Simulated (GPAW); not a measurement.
Crystal: Sb.

```
Sb
1.0
     3.16000    0.00000    0.00000
     0.00000    3.16000    0.00000
     0.00000    0.00000    3.16000
Sb
1
Direct
  0.00000 0.00000 0.00000
```

This isn't the form of Sb at room conditions, which is rhombohedral.

| Property | Result |
| --- | --- |
| Program | GPAW 26.7.0 |
| Task | relaxation of cell and atoms |
| Functional | PBEsol |
| Dispersion | D3(BJ) |
| Potentials or basis | PAW data sets generated in the run's folder for this functional |
| Cutoff | 600 eV |
| Basis | pw |
| k mesh | 8 × 8 × 8 |
| Occupations | fermi-dirac, width 0.05 eV |
| Spin | no spin polarisation |

At the start: pressure -7.1 GPa; volume 31.55 Å³/atom.

Task: How do energy, volume and symmetry change on relaxing?

Result: Over 4 steps the energy falls by 98.4 meV/atom and the volume is 27.60 Å³/atom (-12.5 %); space group Pm-3m (No. 221, to 0.05 Å).

The path:
```tsv
step	energy change (eV)	largest force (eV/Å)	pressure (GPa)	volume (Å³)
1	0.0000	0.0000	-7.10	31.55
2	-0.0671	0.0000	-4.50	29.72
3	-0.0970	0.0000	0.99	27.19
4	-0.0984	0.0000	-0.06	27.60
```

Final structure:
```xyz
1
Lattice="3.0221 0.0000 0.0000 0.0000 3.0221 0.0000 0.0000 0.0000 3.0221" Properties=species:S:1:pos:R:3 pbc="T T T"
Sb    0.0000    0.0000    0.0000
```

Caveat: later steps reuse the first step's grids; pairwise dispersion overbinds metals, which lowers pressure and volume.
